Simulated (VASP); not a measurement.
# Se: equation of state with r2SCAN

Se:

```xyz
1
Lattice="2.8106 0.0000 0.0000 0.0000 2.8106 0.0000 0.0000 0.0000 2.8106" Properties=species:S:1:pos:R:3 pbc="T T T"
Se    0.0000    0.0000    0.0000
```

This isn't the form of Se at room conditions, which is trigonal, of chains.

```json
{"Program": "VASP 6.6.1", "Task": "equation of state", "Functional": "r2SCAN", "Potentials or basis": "VASP PAW PBE potentials, release 64 (Se)", "Cutoff": "520 eV", "k mesh": "9 × 9 × 9", "Occupations": "fermi-dirac, width 0.05 eV", "Spin": "no spin polarisation", "Further INCAR settings": "ALGO = Normal; EDIFF = 1e-07"}
```

| Quantity | Value |
| --- | --- |
| Equilibrium volume | 22.42 Å³/atom |
| Bulk modulus | 75 GPa |
| Pressure derivative of the bulk modulus | 4.2 |

Energy against volume, from the lowest point:
```tsv
volume (Å³/atom)	energy (meV/atom)
20.869	28.02
21.313	13.51
21.757	4.38
22.201	0.02
22.645	0.00
23.089	3.89
23.533	11.31
```

All runs of the series together: 2.2 min on 1 thread of Intel(R) Xeon(R) Platinum 8488C (Sapphire Rapids) (shared host).

Caveat: the PAW data sets were made with another functional, which shifts forces and pressure a little.
